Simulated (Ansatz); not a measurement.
# Sn (I4/mmm) in Ansatz: notebook, part 2 of 2

Ansatz 0.2.0. The steps go on from the part before.

### 10 Phonons, PBE

input.yaml

```yaml
crystal:
  lattice:
    - [-2.029189411, 2.029189411, 1.6607599896]
    - [2.029189411, -2.029189411, 1.6607599896]
    - [2.029189411, 2.029189411, -1.6607599896]
  atoms:
    - { symbol: Sn, position: [0.0, 0.0, 0.0] }
hamiltonian:
  xc: pbe
  pseudopotentials: { kind: paw }
kpoints:
  mp_grid: { grid: [10, 10, 10] }
scf:
  occupations: { method: fermi_dirac, width: 0.05 }
phonons:
  method: dfpt
  qmesh: [2, 2, 2]
  temperatures: { t_max: 1000, t_step: 100 }
  qpath:
    path:
      - [[0.0, 0.0, 0.0], [0.0, 0.0, 0.5], [-0.5, 0.5, 0.5], [0.0, 0.0, 0.0], [0.4174590337, 0.4174590337, -0.4174590337], [0.25, 0.25, 0.25], [0.0, 0.5, 0.0], [-0.4174590337, 0.5825409663, 0.4174590337], [-0.5, 0.5, 0.5]]
      - [[0.0, 0.0, 0.5], [0.25, 0.25, 0.25]]
    npoints: 8
```

Potentials or basis: Ansatz PAW.

The run is started by

```sh
> ansatz run input.yaml --threads 2 --pin off --max-ram 5632MiB --backend cpu --events-out ev --progress --plain --runs-dir out
```

Output:

```text
Warning: RAYON_NUM_THREADS=2 ignored (pool sized by the plan → 2); use --threads N
Engine: ansatz 0.2.0, x86_64-unknown-linux-gnu
Pseudopotentials: kind: paw
Pseudopotential: Sn, paw, valence charge 14, recommended cutoff 420 eV (normal), Sn.paw.azcp
Functional definition: PBE
  parameter kappa = 0.804
  parameter beta = 0.06672455060314922
  exchange = pbe_x(kappa = kappa, mu = beta*pi^2/3)
  correlation = pbe_c(beta = beta)
Crystal: 1 atoms, lattice volume = 27.353 Å³
Basis set: ecut = 420 eV, 545 PW (Γ), exchange–correlation on 48×48×48 points (8 copies of the dense FFT grid, shifted against one another)
Bands: 11, of which v1, the nominal top of the filled ones, is band 7 counted from 1 (6 counted from 0)
Symmetry: 16 space group operations
k-points: 102 of 1000
Non-local potential: Sn, projectors of the file, l = 0: 2, l = 1: 2, l = 2: 2, l = 3: 2
PAW form: soft (Blöchl's): semilocal exchange-correlation on the pseudo side does not see the compensation charge
PAW one-centre angular grid: Sn, 590 points (default); XC on 64 Gauss nodes
Initial density: superposition of atomic densities (neutral atoms: chi_scale 0, normalization atom), corrected by the library's trained network
Initial wavefunctions: pseudopotential atomic-orbital guess
[... 40 lines left out ...]
  E_aug_tail   = -0.000000  (compensation charges beyond the density's cutoff)
  E_ewald      = -1350.557974
  E_smearing   = -0.004721  (= −TS)
  E_closure    = 0.000000  (closes the sum)
  Σ components = -6024.144768   (vs F -6024.144768, Δ=0.00e0)
--- Band table (eV; the first three rows and the last of 102) ---
  k-point 0: bands = ["-10.8305", "-10.7563", "-10.7563", "-10.7544", "-10.6392", "-0.3050", "17.5044", "17.5044", "20.0681", "20.9696", "22.1201"]
  k-point 1: bands = ["-10.8205", "-10.7586", "-10.7585", "-10.7415", "-10.6434", "-0.1173", "15.4726", "17.6400", "19.4844", "21.5866", "22.4287"]
  k-point 2: bands = ["-10.7960", "-10.7680", "-10.7646", "-10.7024", "-10.6544", "0.4449", "12.4807", "17.9861", "18.3840", "21.7688", "22.0066"]
  k-point 101: bands = ["-10.8661", "-10.8003", "-10.6132", "-10.6132", "-10.5810", "7.3402", "9.1737", "9.1737", "13.2628", "13.7889", "16.8211"]
--- Phonons (Γ-DFPT): 2 representative perturbations + reference (Σ response iterations 4) ---
  ASR residual: 1.457e-4 → 0.000e0 eV/Å²; symmetrization residual: 2.369e-12 eV/Å²
  ASR residual per site (eV/Å²): 1.46e-4
  Γ frequencies (cm⁻¹): 0.00 0.00 0.00
--- Phonons (arbitrary-q DFPT): 4 irreducible q on the 2×2×2 mesh ---
  q = [0.0000, 0.0000, 0.0000] (star 1, of the zone-centre solve; hermiticity 5.33e-9, symmetrization 1.53e-8): -0.00 -0.00 0.00
  q = [0.0000, 0.0000, -0.5000] (star 2, 2 solved perturbations in 453 linear systems a pass and spin channel, the states on 282 of 1000 k-point pairs; hermiticity 6.39e-8, symmetrization 6.34e-8): -26.50 -19.83 81.78
  q = [0.0000, -0.5000, 0.0000] (star 4, 3 solved perturbations on 282 of 1000 k-point pairs; hermiticity 1.06e-6, symmetrization 3.55e-8): 20.31 45.10 102.47
  q = [-0.5000, -0.5000, -0.5000] (star 1, 2 solved perturbations in 273 linear systems a pass and spin channel, the states on 171 of 1000 k-point pairs; hermiticity 5.41e-9, symmetrization 2.53e-9): -18.86 71.36 71.36
  sum rule: each row above includes the acoustic sum rule's correction from the zone centre's row sums; it moved no ω² by more than (0.58 cm⁻¹)²
  mesh force constants: q→R imaginary residual 0.00e0; ASR residual 1.457e-4 → 0.000e0 eV/Å²; symmetrization residual 4.996e-16 eV/Å²
  interpolated dispersion: 74 rows × 3 modes
  density of states and harmonic sums: on the 24×24×22 q-mesh, interpolated from the force constants of a 2×2×2 supercell (no non-analytic term)
  largest difference from the sums on the solved wave vectors: F 1.91e-1 eV, S 2.53e-4 and C_V 6.15e-5 eV/K
  zero-point energy: 0.008831 eV/cell   skipped modes (ω ≤ 0): 967, of them read as no rigid motion or as one in doubt: 964 (2.864e-1 modes/cell left out, lowest -26.50 cm⁻¹)   left out of the sums: 9.55e-2 of the cell's modes: C_V's classical limit lies that fraction below 3 k_B per atom; for a crystal, a wire or a layer, F and S can be off by more, and a phonons.interpolated_qmesh denser along its periods is the remedy for the sampling
```

phbands.tsv:

```text
# q_distance	omega_0_inv_cm	omega_1_inv_cm	omega_2_inv_cm	omega_0_thz	omega_1_thz	omega_2_thz
# format = ansatz-phbands/1
# lo_to_splitting: not included (the non-analytic LO-TO correction is not applied to the interpolated dynamical matrix; polar crystals: no LO-TO splitting at GAMMA, and LO and other optical branches, acoustic branches and sound speeds, and with them the density of states and the thermodynamics, can be off between the wave vectors that the force constants were sampled on, most near GAMMA; a larger extent of the force constants narrows that region and is not shown to mend the acoustic slopes)
# jumps = 65
# n_points = 74
0.000000	0.000000	0.000000	0.000000	0.000000	0.000000	0.000000
0.136843	-5.169154	-3.867980	15.954935	-0.154967	-0.115959	0.478317
0.273686	-10.139661	-7.587315	31.296732	-0.303979	-0.227462	0.938252
0.410529	-14.720506	-11.015074	45.435812	-0.441310	-0.330224	1.362131
0.547372	-18.735650	-14.019530	57.828820	-0.561681	-0.420295	1.733664
0.684215	-22.030794	-16.485223	67.999498	-0.660467	-0.494215	2.038574
[... 57 lines left out ...]
8.629573	-17.831389	71.303215	71.303215	-0.534572	2.137617	2.137617
8.668608	-18.855764	71.357975	71.357975	-0.565282	2.139258	2.139258

8.668608	-26.496210	-19.826609	81.782301	-0.794336	-0.594387	2.451772
8.786837	-19.094735	-18.638887	81.227847	-0.572446	-0.558780	2.435150
8.905066	-14.476238	24.420066	79.579113	-0.433987	0.732095	2.385722
9.023294	4.731935	45.105440	76.879078	0.141860	1.352227	2.304777
9.141523	18.718334	61.081318	73.196378	0.561162	1.831172	2.194372
9.259752	27.831195	68.620785	73.670578	0.834358	2.057199	2.208588
9.377981	35.937086	63.256807	82.858405	1.077367	1.896391	2.484032
9.496209	43.497679	57.215106	88.467303	1.304028	1.715266	2.652183
9.614438	50.600994	50.600994	90.354325	1.516980	1.516980	2.708755
```

phdos.tsv:

```text
# omega_inv_cm	omega_thz	g_bin_mean(omega)[modes/inv_cm]
# format = ansatz-phdos/2
# interpolated_qmesh = 24 24 22
# force_constants_supercell = 2 2 2
# lo_to_splitting: not included (the non-analytic LO-TO correction is not applied to the interpolated dynamical matrix; polar crystals: no LO-TO splitting at GAMMA, and LO and other optical branches, acoustic branches and sound speeds, and with them the density of states and the thermodynamics, can be off between the wave vectors that the force constants were sampled on, most near GAMMA; a larger extent of the force constants narrows that region and is not shown to mend the acoustic slopes)
# g_bin_mean(omega): the modes in a bin one row spacing wide, centred on omega, divided by that spacing. A flat band (one whose frequency is the same at every q-point) is counted whole in the row whose bin holds it (on the edge of two bins, in the lower row). The modes of the run's own cell are the sum of g_bin_mean times the row spacing in inv_cm (a plain sum, not the trapezoid rule); for a one-atom cell on a GAMMA-only q-mesh every row is zero, so that sum is 0, not 3
-26.496210	-0.794336	2.126701e-5
-26.238287	-0.786604	4.406677e-4
-25.980363	-0.778872	1.126187e-3
-25.722440	-0.771139	1.882615e-3
-25.464517	-0.763407	2.738445e-3
-25.206593	-0.755675	3.627019e-3
[... 493 lines left out ...]
102.207570	3.064106	1.552461e-3
102.465493	3.071838	6.081042e-5
```

Run time: 22 s. Hardware: 2 threads of Intel Xeon Platinum 8259CL at 2.50GHz (Skylake/Cascade Lake), shared host; peak memory 0.61 GiB.

What came out:

| Item | Value |
| --- | --- |
| Free energy | -6024.1448 eV |
| Band gap on the k mesh | none (metal or under the smearing width) |
| Highest phonon frequency | 102 cm⁻¹ |
| Most unstable mode | 26i cm⁻¹ |

Phonon frequencies in cm⁻¹ (negative: imaginary):
```csv
q point,frequencies
"(0.000, 0.000, 0.000)",0 0 0
"(0.000, 0.000, -0.500)",-26 -20 82
"(0.000, -0.500, 0.000)",20 45 102
"(-0.500, -0.500, -0.500)",-19 71 71
```

Caveat: some modes are imaginary; the q mesh is small, so phonon branches between its points and thermal values are rough; some levels weren't fully converged.
